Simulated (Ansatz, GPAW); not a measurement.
# Ballistic transport through 4,4'-bipyridine between two Pd chains, from relaxation to T(E), part 3 of 4

Aim: the conductance of 4,4'-bipyridine between two Pd chains after relaxation, and whether geometry, basis or functional moves it most.

GPAW 26.7.0 and Ansatz 0.2.0; Ansatz plane waves; relaxation of the junction with the lead ends held; PAW set soft_1 (the session's first sound run).

So far, transmission at the Fermi level (one spin): step 3 (plane-wave reference (PBE)) 0.0375. Also open channels of the lead at the Fermi level (one spin): step 3 4.

### 4. GPAW, dzp

The script solves lead and junction separately, takes H and S in the orbital basis, and joins semi-infinite leads through their self-energies; the dzp basis is the working standard.

This step: GPAW LCAO, PAW setups; Landauer transmission from Green's functions with principal layers (ASE), zero bias (GPAW 26.7.0).

Input file run.py:

```python
import json
import numpy as np
from ase import Atoms
from ase.transport.calculators import TransportCalculator
from gpaw import GPAW, FermiDirac
from gpaw.lcao.tools import get_lcao_hamiltonian
from scipy.linalg import eigh

# The junction with lead layers at both ends, along the third cell vector
device = Atoms(
    ['Pd', 'Pd', 'Pd', 'Pd', 'Pd', 'Pd', 'Pd', 'Pd', 'N', 'H', 'H', 'C', 'C', 'C', 'C', 'H', 'H', 'C', 'C', 'H', 'H', 'C', 'C', 'C', 'C', 'H', 'H', 'N', 'Pd', 'Pd', 'Pd', 'Pd', 'Pd', 'Pd', 'Pd', 'Pd'],
    positions=[
        [5.16755, 4.50000, 1.25000],
        [5.16755, 4.50000, 3.75000],
        [5.16755, 4.50000, 6.25000],
        [5.16755, 4.50000, 8.75000],
        [5.16755, 4.50000, 11.25000],
        [5.16755, 4.50000, 13.75000],
        [4.59514, 4.29367, 16.18923],
        [5.30163, 4.54690, 18.61679],
        [5.23198, 4.52239, 20.73084],
        [7.24435, 5.00412, 20.91550],
        [3.21595, 4.03740, 20.83366],
        [6.33725, 4.78255, 21.47639],
        [4.10007, 4.25526, 21.43152],
        [6.34988, 4.78315, 22.86636],
        [4.03630, 4.24515, 22.82036],
        [7.28440, 5.02821, 23.36985],
        [3.08344, 3.99704, 23.28705],
        [5.17852, 4.51228, 23.60394],
        [5.15049, 4.51096, 25.08394],
        [7.25881, 4.05386, 25.40175],
        [3.03111, 4.96864, 25.31771],
        [6.29927, 4.27467, 25.86792],
        [3.97176, 4.74851, 25.82137],
        [6.23433, 4.28009, 27.25686],
        [3.98349, 4.74589, 27.21113],
        [7.12380, 4.08626, 27.85456],
        [3.07051, 4.94234, 27.77224],
        [5.09496, 4.51395, 27.95725],
        [5.02132, 4.52751, 30.07070],
        [5.75877, 4.37520, 32.49813],
        [5.16755, 4.50000, 34.93806],
        [5.16755, 4.50000, 37.43806],
        [5.16755, 4.50000, 39.93806],
        [5.16755, 4.50000, 42.43806],
        [5.16755, 4.50000, 44.93806],
        [5.16755, 4.50000, 47.43806]],
    cell=[[10.3351, 0.0, 0.0], [0.0, 9.0, 0.0], [0.0, 0.0, 48.68806]],
    pbc=True)

# One principal layer of the lead: the first 5 atoms of the device
lead = Atoms(
    ['Pd', 'Pd', 'Pd', 'Pd', 'Pd'],
    positions=[
        [5.16755, 4.50000, 1.25000],
        [5.16755, 4.50000, 3.75000],
        [5.16755, 4.50000, 6.25000],
        [5.16755, 4.50000, 8.75000],
        [5.16755, 4.50000, 11.25000]],
    cell=[[10.3351, 0.0, 0.0], [0.0, 9.0, 0.0], [0.0, 0.0, 12.5]],
    pbc=True)

settings = dict(mode='lcao', basis='dzp', xc='PBE', h=0.18,
                occupations=FermiDirac(0.1), maxiter=250,
                mixer=dict(beta=0.1, nmaxold=8, weight=100.0),
                convergence=dict(density=0.0001))
energies = np.arange(-2, 2 + 1e-9, 0.025)
eta = 0.0001
n1, n2 = 1, 1
# k and -k transmit alike, so half of the mesh across the current serves
mesh = [(i, j) for i in range(n1) for j in range(n2) if (i, j) <= (-i % n1, -j % n2)]
weights = np.array([1 if (i, j) == (-i % n1, -j % n2) else 2 for i, j in mesh]) / (n1 * n2)

# [... helper functions left out ...]
fermi_lead = ground_state(lead, (1, 1, 9), 'lead.txt')
fermi_device = ground_state(device, (1, 1, 2), 'device.txt')
# [... loop over the mesh left out, but for ...]
        # Shift the lead onto the potential of the device's first layer
        shift = ((H[:, 0, 0] - H0[:, 0, 0]) / S0[0, 0]).real.mean()
# [...]
kT = 8.617333e-5 * 300
bias = [0.1, 0.2, 0.5, 1.0, 1.5, 2.0]
# [... integrals and printing left out ...]
```

Started as:

```console
OMP_NUM_THREADS=1 OPENBLAS_NUM_THREADS=1 python run.py
```

Numbers of over 12 decimals in the logs are rounded to 6 here.

Log:

```text
basis functions: device 628, principal layer 135
Fermi level: lead -4.1521 eV, device -3.6510 eV; lead shifted by -0.0010 eV
largest coupling past the next layer 1.07e-04 eV, largest misfit of the first layer 0.072 eV
  E-E_F (eV)   T (one spin)  channels
    -2.000    1.2664e-02    3.0000
    -1.975    1.5193e-02    3.0000
    -1.950    1.7808e-02    3.0000
    -1.925    2.0383e-02    3.0000
    -1.900    2.2594e-02    3.0000
    -1.875    2.4754e-02    3.0000
    -1.850    2.6482e-02    3.0000
    -1.825    2.7852e-02    3.0000
    -1.800    2.8910e-02    3.0000
    -1.775    2.9725e-02    3.0000
    -1.750    3.0378e-02    3.0000
    -1.725    3.0947e-02    3.0000
    -1.700    3.1504e-02    3.0000
    -1.675    3.2107e-02    3.0000
    -1.650    3.2802e-02    3.0000
    -1.625    3.3628e-02    3.0000
[...]
1.825    4.5153e-04    1.0000
     1.850    3.2899e-04    1.0000
     1.875    2.8511e-04    1.0000
     1.900    2.6843e-04    1.0000
     1.925    2.6618e-04    1.0000
     1.950    2.7536e-04    1.0000
     1.975    2.9828e-04    1.0000
     2.000    3.4584e-04    1.0000
conductance at 300 K: 0.030853 G0 a cell; thermopower 43.66 uV/K
current from the zero-bias T(E) at 0.1 V: 0.23611 uA
current from the zero-bias T(E) at 0.2 V: 0.45711 uA
current from the zero-bias T(E) at 0.5 V: 1.1268 uA
current from the zero-bias T(E) at 1.0 V: 5.3609 uA
current from the zero-bias T(E) at 1.5 V: 8.7152 uA
current from the zero-bias T(E) at 2.0 V: 9.5146 uA
```

It took 13 min on 1 thread of Arm Neoverse V1, shared host; peak memory 2.9 GiB.

Numbers from this step:

| Item | Value |
| --- | --- |
| conductance | 0.03085 G₀ |
| largest coupling past the next principal layer | 1.07e-4 eV |
| largest misfit of the first principal layer | 0.07199 eV |
| shift that aligns the lead | -0.001011 eV |
| basis functions of the junction | 628 |
| basis functions of a principal layer | 135 |
| transmission at the Fermi level (one spin) | 0.03202 |

One spin. The transmission, zone mean by energy, zero at the Fermi level:

| energy (eV) | transmission, zone mean |
| --- | --- |
| -2.000 | 0.0127 |
| -1.900 | 0.0226 |
| -1.800 | 0.0289 |
| -1.700 | 0.0315 |
| -1.600 | 0.0346 |
| -1.500 | 0.0403 |
| -1.400 | 0.0482 |
| -1.300 | 0.0548 |
| -1.200 | 0.0545 |
| -1.100 | 0.0462 |
| -1.000 | 0.0419 |
| -0.900 | 0.0264 |
| -0.800 | 0.0402 |
| -0.700 | 0.124 |
| -0.625 | 0.219 |
| -0.600 | 0.205 |
| -0.500 | 0.163 |
| -0.450 | 0.639 |
| -0.400 | 0.218 |
| -0.300 | 0.0806 |
| -0.200 | 0.0568 |
| -0.100 | 0.0458 |
| 0.000 | 0.0320 |
| 0.100 | 0.00796 |
| 0.200 | 9.3e-5 |
| 0.300 | 6.6e-5 |
| 0.400 | 5.3e-5 |
| 0.500 | 4.6e-5 |
| 0.600 | 3.6e-5 |
| 0.700 | 4.9e-5 |
| 0.800 | 4.6e-5 |
| 0.900 | 4.6e-5 |
| 1.000 | 4.8e-5 |
| 1.100 | 5.0e-5 |
| 1.200 | 5.2e-5 |
| 1.300 | 5.4e-5 |
| 1.400 | 5.6e-5 |
| 1.500 | 5.6e-5 |
| 1.600 | 5.2e-5 |
| 1.700 | 2.3e-5 |
| 1.800 | 0.00108 |
| 1.900 | 2.7e-4 |
| 2.000 | 3.5e-4 |

Crossings of the lead's bands, unfolded to its shortest repeat. The open channels, zone mean by energy, zero at the Fermi level:

| energy (eV) | open channels, zone mean |
| --- | --- |
| -2.000 | 3 |
| -1.900 | 3 |
| -1.800 | 3 |
| -1.700 | 3 |
| -1.600 | 3 |
| -1.500 | 3 |
| -1.400 | 3 |
| -1.300 | 3 |
| -1.200 | 3 |
| -1.100 | 3 |
| -1.000 | 5 |
| -0.900 | 5 |
| -0.800 | 5 |
| -0.700 | 5 |
| -0.600 | 5 |
| -0.500 | 5 |
| -0.400 | 4 |
| -0.300 | 4 |
| -0.200 | 4 |
| -0.100 | 4 |
| 0.000 | 4 |
| 0.100 | 4 |
| 0.200 | 1 |
| 0.300 | 1 |
| 0.400 | 1 |
| 0.500 | 1 |
| 0.600 | 1 |
| 0.700 | 1 |
| 0.800 | 1 |
| 0.900 | 1 |
| 1.000 | 1 |
| 1.100 | 1 |
| 1.200 | 1 |
| 1.300 | 1 |
| 1.400 | 1 |
| 1.500 | 1 |
| 1.600 | 1 |
| 1.700 | 1 |
| 1.800 | 1 |
| 1.900 | 1 |
| 2.000 | 1 |

Not self-consistent under bias; the bias window is split evenly. Current through one cell, from the zero-bias transmission against bias:

| bias (V) | current through one cell, from the zero-bias transmission (μA) |
| --- | --- |
| 0.100 | 0.236 |
| 0.200 | 0.457 |
| 0.500 | 1.13 |
| 1.000 | 5.36 |
| 1.500 | 8.72 |
| 2.000 | 9.51 |

Transmission of the three most open eigenchannels against energy, zero at the Fermi level:

| energy (eV) | channel 1 | channel 2 | channel 3 |
| --- | --- | --- | --- |
| -2.000 | 0.0126 | 1.4e-5 | 1.8e-6 |
| -1.900 | 0.0226 | 1.7e-5 | 3.6e-6 |
| -1.800 | 0.0289 | 1.9e-5 | 6.7e-6 |
| -1.700 | 0.0315 | 1.9e-5 | 1.2e-5 |
| -1.600 | 0.0346 | 2.0e-5 | 1.8e-5 |
| -1.500 | 0.0403 | 2.7e-5 | 2.1e-5 |
| -1.400 | 0.0482 | 3.5e-5 | 2.3e-5 |
| -1.300 | 0.0548 | 4.1e-5 | 2.7e-5 |
| -1.200 | 0.0544 | 4.0e-5 | 3.4e-5 |
| -1.100 | 0.0461 | 4.3e-5 | 3.4e-5 |
| -1.000 | 0.0418 | 5.7e-5 | 2.6e-5 |
| -0.900 | 0.0263 | 6.0e-5 | 2.2e-5 |
| -0.800 | 0.0401 | 5.9e-5 | 3.8e-5 |
| -0.700 | 0.123 | 1.6e-4 | 7.5e-5 |
| -0.600 | 0.205 | 2.6e-4 | 8.9e-5 |
| -0.500 | 0.163 | 1.9e-5 | 1.7e-5 |
| -0.400 | 0.218 | 6.2e-5 | 4.7e-5 |
| -0.300 | 0.0803 | 2.3e-4 | 8.3e-5 |
| -0.200 | 0.0564 | 2.5e-4 | 1.2e-4 |
| -0.100 | 0.0455 | 1.7e-4 | 1.5e-4 |
| 0.000 | 0.0318 | 1.9e-4 | 5.5e-5 |
| 0.100 | 0.00781 | 1.5e-4 | 5.9e-6 |
| 0.200 | 9.3e-5 | 1.8e-12 | 0 |
| 0.300 | 6.6e-5 | 0 | 0 |
| 0.400 | 5.3e-5 | 0 | 0 |
| 0.500 | 4.6e-5 | 0 | 0 |
| 0.600 | 3.6e-5 | 2.0e-12 | 0 |
| 0.700 | 4.9e-5 | 0 | 0 |
| 0.800 | 4.6e-5 | 0 | 0 |
| 0.900 | 4.6e-5 | 1.0e-12 | 0 |
| 1.000 | 4.8e-5 | 1.3e-12 | 0 |
| 1.100 | 5.0e-5 | 1.5e-12 | 0 |
| 1.200 | 5.2e-5 | 1.7e-12 | 0 |
| 1.300 | 5.4e-5 | 1.9e-12 | 0 |
| 1.400 | 5.6e-5 | 1.9e-12 | 0 |
| 1.500 | 5.6e-5 | 1.7e-12 | 0 |
| 1.600 | 5.2e-5 | 0 | 0 |
| 1.700 | 2.3e-5 | 1.5e-11 | 0 |
| 1.800 | 0.00108 | 6.1e-11 | 0 |
| 1.900 | 2.7e-4 | 3.5e-11 | 0 |
| 2.000 | 3.5e-4 | 5.0e-11 | 0 |

At the Fermi level T is 0.0320 against 0.0375 in plane waves. Couplings past the next layer reach 1.1e-4 eV, small enough to drop; the matrix elements of the cell's first layer differ from the bulk lead's by up to 0.072 eV. That layer keeps its own values in the calculation, and only beyond it is the lead taken as perfect. The Fermi levels of lead and junction count from different zeros of potential, one for each periodic cell; with both set to zero, the small remaining shift is what aligns them. By hand: G = 0.03085 × 77.48 μS = 2.39 μS, a resistance of 418 kΩ; at 0.1 V a linear junction would pass 0.239 μA, and the integral over the bias window gives 0.236 μA.

### 5. Single-zeta polarised basis

The second zeta is dropped, the polarisation orbitals stay.

run.py: that of step 4 with these lines changed.

```diff
@@ -63,3 +63,3 @@
 
-settings = dict(mode='lcao', basis='dzp', xc='PBE', h=0.18,
+settings = dict(mode='lcao', basis='szp(dzp)', xc='PBE', h=0.18,
                 occupations=FermiDirac(0.1), maxiter=250,
```

Log:

```text
basis functions: device 380, principal layer 75
Fermi level: lead -4.3140 eV, device -4.0224 eV; lead shifted by -0.0009 eV
largest coupling past the next layer 1.09e-04 eV, largest misfit of the first layer 0.024 eV
  E-E_F (eV)   T (one spin)  [channel counts left out]
    -2.000    1.8565e-02
    -1.975    2.0836e-02
    -1.950    2.2973e-02
[...]
1.975    4.0587e-05
     2.000    4.0717e-05
conductance at 300 K: 0.024187 G0 a cell; thermopower 98.78 uV/K
current from the zero-bias T(E) at 0.1 V: 0.18623 uA
current from the zero-bias T(E) at 0.2 V: 0.37645 uA
current from the zero-bias T(E) at 0.5 V: 1.029 uA
current from the zero-bias T(E) at 1.0 V: 2.8837 uA
current from the zero-bias T(E) at 1.5 V: 7.9762 uA
current from the zero-bias T(E) at 2.0 V: 10.738 uA
```

Elapsed: 8.8 min, on 1 thread; peak memory 2.8 GiB.

Numbers from this step:

```
conductance                                    : 0.02419 G₀
largest coupling past the next principal layer : 1.09e-4 eV
largest misfit of the first principal layer    : 0.02390 eV
shift that aligns the lead                     : -8.50e-4 eV
basis functions of the junction                : 380
basis functions of a principal layer           : 75
transmission at the Fermi level (one spin)     : 0.02765
```

One spin. The transmission, zone mean by energy, zero at the Fermi level:

| energy (eV) | transmission, zone mean |
| --- | --- |
| -2.000 | 0.0186 |
| -1.900 | 0.0267 |
| -1.800 | 0.0320 |
| -1.700 | 0.0362 |
| -1.600 | 0.0413 |
| -1.500 | 0.0473 |
| -1.400 | 0.0516 |
| -1.300 | 0.0495 |
| -1.200 | 0.0391 |
| -1.100 | 0.0319 |
| -1.000 | 0.0299 |
| -0.900 | 0.0879 |
| -0.800 | 0.214 |
| -0.750 | 0.467 |
| -0.700 | 0.211 |
| -0.600 | 0.347 |
| -0.575 | 0.576 |
| -0.500 | 0.172 |
| -0.400 | 0.0820 |
| -0.300 | 0.0631 |
| -0.200 | 0.0579 |
| -0.100 | 0.0513 |
| 0.000 | 0.0277 |
| 0.100 | 3.9e-5 |
| 0.200 | 2.3e-5 |
| 0.300 | 1.5e-5 |
| 0.400 | 2.1e-5 |
| 0.500 | 1.9e-5 |
| 0.600 | 1.8e-5 |
| 0.700 | 1.8e-5 |
| 0.800 | 1.8e-5 |
| 0.900 | 1.8e-5 |
| 1.000 | 1.8e-5 |
| 1.100 | 1.7e-5 |
| 1.200 | 1.5e-5 |
| 1.300 | 7.0e-6 |
| 1.400 | 2.2e-4 |
| 1.500 | 1.5e-4 |
| 1.600 | 2.7e-4 |
| 1.700 | 8.1e-6 |
| 1.800 | 2.5e-5 |
| 1.900 | 6.1e-5 |
| 2.000 | 4.1e-5 |

The conductance, 0.0242 G₀, lies 22 % below that of the dzp run.

### 6. Minimal basis

One function for each valence shell of the setup, as for a first survey of a large system.

run.py: that of step 5 with these lines changed.

```diff
@@ -63,3 +63,3 @@
 
-settings = dict(mode='lcao', basis='szp(dzp)', xc='PBE', h=0.18,
+settings = dict(mode='lcao', basis='sz(dzp)', xc='PBE', h=0.18,
                 occupations=FermiDirac(0.1), maxiter=250,
```

Log:

```text
basis functions: device 248, principal layer 60
Fermi level: lead -4.3314 eV, device -4.0858 eV; lead shifted by -0.0014 eV
largest coupling past the next layer 1.08e-04 eV, largest misfit of the first layer 0.016 eV
  E-E_F (eV)   T (one spin)  [channel counts left out]
    -2.000    1.6565e-02
    -1.975    1.8181e-02
    -1.950    1.9664e-02
[...]
1.975    3.0529e-05
     2.000    3.0698e-05
conductance at 300 K: 0.036914 G0 a cell; thermopower 82.45 uV/K
current from the zero-bias T(E) at 0.1 V: 0.27974 uA
current from the zero-bias T(E) at 0.2 V: 0.54431 uA
current from the zero-bias T(E) at 0.5 V: 1.3657 uA
current from the zero-bias T(E) at 1.0 V: 3.6854 uA
current from the zero-bias T(E) at 1.5 V: 9.6104 uA
current from the zero-bias T(E) at 2.0 V: 12.647 uA
```

Wall time 5.7 min (1 thread); peak memory 2.6 GiB.

This step gave:

- conductance: 0.03691 G₀
- largest coupling past the next principal layer: 1.08e-4 eV
- largest misfit of the first principal layer: 0.01642 eV
- shift that aligns the lead: -0.001371 eV
- basis functions of the junction: 248
- basis functions of a principal layer: 60
- transmission at the Fermi level (one spin): 0.04268

One spin. Transmission, zone mean against energy, zero at the Fermi level:

| energy (eV) | transmission, zone mean |
| --- | --- |
| -2.000 | 0.0166 |
| -1.900 | 0.0222 |
| -1.800 | 0.0261 |
| -1.700 | 0.0298 |
| -1.600 | 0.0348 |
| -1.500 | 0.0411 |
| -1.400 | 0.0463 |
| -1.300 | 0.0465 |
| -1.200 | 0.0390 |
| -1.100 | 0.0336 |
| -1.000 | 0.0309 |
| -0.900 | 0.0920 |
| -0.800 | 0.233 |
| -0.725 | 0.525 |
| -0.700 | 0.328 |
| -0.600 | 0.142 |
| -0.575 | 0.676 |
| -0.500 | 0.228 |
| -0.400 | 0.0993 |
| -0.300 | 0.0761 |
| -0.200 | 0.0714 |
| -0.100 | 0.0672 |
| 0.000 | 0.0427 |
| 0.100 | 3.6e-5 |
| 0.200 | 1.9e-5 |
| 0.300 | 2.1e-5 |
| 0.400 | 1.6e-5 |
| 0.500 | 1.4e-5 |
| 0.600 | 1.4e-5 |
| 0.700 | 1.3e-5 |
| 0.800 | 1.3e-5 |
| 0.900 | 1.3e-5 |
| 1.000 | 1.2e-5 |
| 1.100 | 1.1e-5 |
| 1.200 | 5.1e-6 |
| 1.300 | 1.7e-4 |
| 1.400 | 1.2e-4 |
| 1.500 | 0.00144 |
| 1.600 | 1.4e-5 |
| 1.700 | 2.1e-5 |
| 1.800 | 2.0e-5 |
| 1.900 | 3.1e-5 |
| 2.000 | 3.1e-5 |

The conductance, 0.0369 G₀, lies 20 % above that of the dzp run.

### 7. RPBE in the dzp basis: xc = "RPBE"

Back in the dzp basis, the functional changes from PBE to RPBE, to set the spread between functionals beside that between bases.

run.py: that of step 6 with these lines changed.

```diff
@@ -63,3 +63,3 @@
 
-settings = dict(mode='lcao', basis='sz(dzp)', xc='PBE', h=0.18,
+settings = dict(mode='lcao', basis='dzp', xc='RPBE', h=0.18,
                 occupations=FermiDirac(0.1), maxiter=250,
```

Log:

```text
basis functions: device 628, principal layer 135
Fermi level: lead -3.9988 eV, device -3.5071 eV; lead shifted by -0.0028 eV
largest coupling past the next layer 1.02e-04 eV, largest misfit of the first layer 0.068 eV
  E-E_F (eV)   T (one spin)  [channel counts left out]
    -2.000    1.2525e-02
    -1.975    1.4978e-02
    -1.950    1.7498e-02
[...]
1.975    2.9028e-04
     2.000    3.3055e-04
conductance at 300 K: 0.029142 G0 a cell; thermopower 47.43 uV/K
current from the zero-bias T(E) at 0.1 V: 0.22294 uA
current from the zero-bias T(E) at 0.2 V: 0.43196 uA
current from the zero-bias T(E) at 0.5 V: 1.0746 uA
current from the zero-bias T(E) at 1.0 V: 4.7529 uA
current from the zero-bias T(E) at 1.5 V: 8.2474 uA
current from the zero-bias T(E) at 2.0 V: 9.0886 uA
```

Run time: 13 min. Hardware: 1 thread; peak memory 2.9 GiB.

Numbers from this step:

```
conductance                                    : 0.02914 G₀
largest coupling past the next principal layer : 1.02e-4 eV
largest misfit of the first principal layer    : 0.06806 eV
shift that aligns the lead                     : -0.002822 eV
basis functions of the junction                : 628
basis functions of a principal layer           : 135
transmission at the Fermi level (one spin)     : 0.03029
```

The conductance, 0.0291 G₀, lies 5.5 % below that of the dzp run.

### 8. Without the relaxation: geometry = "as built"

The dzp basis with PBE on the structure as first built shows what the relaxation was worth.

run.py: that of step 7 with these lines changed.

```diff
@@ -18,26 +18,26 @@
         [5.16755, 4.50000, 13.75000],
-        [4.59514, 4.29367, 16.18923],
-        [5.30163, 4.54690, 18.61679],
-        [5.23198, 4.52239, 20.73084],
-        [7.24435, 5.00412, 20.91550],
-        [3.21595, 4.03740, 20.83366],
-        [6.33725, 4.78255, 21.47639],
-        [4.10007, 4.25526, 21.43152],
-        [6.34988, 4.78315, 22.86636],
-        [4.03630, 4.24515, 22.82036],
-        [7.28440, 5.02821, 23.36985],
-        [3.08344, 3.99704, 23.28705],
-        [5.17852, 4.51228, 23.60394],
-        [5.15049, 4.51096, 25.08394],
-        [7.25881, 4.05386, 25.40175],
-        [3.03111, 4.96864, 25.31771],
-        [6.29927, 4.27467, 25.86792],
-        [3.97176, 4.74851, 25.82137],
-        [6.23433, 4.28009, 27.25686],
-        [3.98349, 4.74589, 27.21113],
-        [7.12380, 4.08626, 27.85456],
-        [3.07051, 4.94234, 27.77224],
-        [5.09496, 4.51395, 27.95725],
-        [5.02132, 4.52751, 30.07070],
-        [5.75877, 4.37520, 32.49813],
+        [5.16755, 4.50000, 16.25000],
+        [5.16755, 4.50000, 18.75000],
+        [5.16755, 4.50002, 20.79000],
+        [6.99582, 5.44414, 20.90631],
+        [3.33928, 3.55589, 20.90633],
+        [6.18782, 5.02451, 21.49889],
+        [4.14728, 3.97553, 21.49890],
+        [6.23379, 5.04600, 22.88438],
+        [4.10130, 3.95407, 22.88438],
+        [7.08510, 5.49551, 23.38545],
+        [3.25000, 3.50456, 23.38547],
+        [5.16755, 4.50004, 23.60878],
+        [5.16755, 4.50004, 25.07928],
+        [7.08510, 3.50457, 25.30259],
+        [3.25001, 5.49552, 25.30261],
+        [6.23380, 3.95408, 25.80368],
+        [4.10131, 5.04600, 25.80369],
+        [6.18782, 3.97554, 27.18916],
+        [4.14728, 5.02451, 27.18918],
+        [6.99582, 3.55589, 27.78173],
+        [3.33928, 5.44414, 27.78175],
+        [5.16755, 4.50002, 27.89806],
+        [5.16755, 4.50000, 29.93806],
+        [5.16755, 4.50000, 32.43806],
         [5.16755, 4.50000, 34.93806],
@@ -63,3 +63,3 @@
 
-settings = dict(mode='lcao', basis='dzp', xc='RPBE', h=0.18,
+settings = dict(mode='lcao', basis='dzp', xc='PBE', h=0.18,
                 occupations=FermiDirac(0.1), maxiter=250,
```

Log:

```text
basis functions: device 628, principal layer 135
Fermi level: lead -4.1521 eV, device -3.6264 eV; lead shifted by -0.0001 eV
largest coupling past the next layer 1.07e-04 eV, largest misfit of the first layer 0.059 eV
  E-E_F (eV)   T (one spin)  [channel counts left out]
    -2.000    1.2258e-02
    -1.975    1.2006e-02
    -1.950    1.1796e-02
[...]
1.975    9.5327e-05
     2.000    7.4050e-05
conductance at 300 K: 0.047589 G0 a cell; thermopower 37.24 uV/K
current from the zero-bias T(E) at 0.1 V: 0.36106 uA
current from the zero-bias T(E) at 0.2 V: 0.68122 uA
current from the zero-bias T(E) at 0.5 V: 1.4186 uA
current from the zero-bias T(E) at 1.0 V: 2.4488 uA
current from the zero-bias T(E) at 1.5 V: 3.4625 uA
current from the zero-bias T(E) at 2.0 V: 4.532 uA
```

Wall time 11 min (1 thread); peak memory 2.9 GiB.

Numbers from this step:

```
conductance                                    : 0.04759 G₀
largest coupling past the next principal layer : 1.07e-4 eV
largest misfit of the first principal layer    : 0.05947 eV
shift that aligns the lead                     : -6.34e-5 eV
transmission at the Fermi level (one spin)     : 0.05058
```

The conductance, 0.0476 G₀, lies 54 % above that of the dzp run. At 0.15 eV T drops to or jumps from 5.2e-6 where the lead's channel count changes: a band edge of the lead lies in the thermal window, and enters the average.

### 9. All levels side by side

Times are wall times on the hardware named with each run. Results by setting:

| no. | run | conductance (G₀) | time | memory (GiB) |
| --- | --- | --- | --- | --- |
| 1 | pw PBE | 0.03642 | 75 min | 6.8 |
| 2 | dzp | 0.03085 | 13 min | 2.9 |
| 3 | szp | 0.02419 | 8.8 min | 2.8 |
| 4 | sz | 0.03691 | 5.7 min | 2.6 |
| 5 | dzp RPBE | 0.02914 | 13 min | 2.9 |
| 6 | asbuilt | 0.04759 | 11 min | 2.9 |

(Part 3 of 4 ends here.)

[Logs are printed without paths, hosts, clocks, repeated set-up lines and the standing remarks that a program may print on its own settings, such as how far it seeks lower states.]

[Hosts, paths, dates, database ids (printed as entryN), source tags and the programs' standing remarks are cut or masked in the printed files.]
